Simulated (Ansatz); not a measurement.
Runs of Ansatz 0.2.0 on ZnSe (Stilleite). The structure is cubic, space group F-43m (No. 216). Conventional cell: a = 5.668 Å, b = 5.668 Å, c = 5.668 Å, α = 90.00°, β = 90.00°, γ = 90.00°. Se (site symmetry -43m) is surrounded by 4 Zn at 2.45 Å. Around Zn (site symmetry -43m) lie 4 Se at 2.45 Å. 

```tsv
task	level	potentials or basis	spin	cell	k mesh	cutoff (eV)	smearing	basis error allowed	gap on the mesh (eV)	pressure (GPa)
band structure	PBEsol	all-electron LAPW, scalar-relativistic	off	as given	8 × 8 × 8	311	fermi-dirac 0.05 eV	0.001 eV/atom	1.17	(b)
single point	PBE	all-electron LAPW, scalar-relativistic	off	as given	8 × 8 × 8	311	gaussian 0.02 eV	0.001 eV/atom	1.29	2.1
relaxation of cell and atoms	revPBE	all-electron LAPW, scalar-relativistic	off	relaxed	8 × 8 × 8	-	fermi-dirac 0.05 eV	0.001 eV/atom	1.17	0.0
single point	PBE	all-electron LAPW, scalar-relativistic	off	as given	5 × 5 × 5	262	fermi-dirac 0.02 eV	0.004 eV/atom	1.29	(a)
band structure	LDA	all-electron LAPW, relativistic spinors	SOC, no magnetisation	as given	6 × 6 × 6	311	fermi-dirac 0.05 eV	0.001 eV/atom	0.90	-3.3
```

Estimate the missing entries.

(a) 2.2; (b) -1.1.

A k mesh can miss the band edges, and rows without SOC leave out spin-orbit coupling on Se.
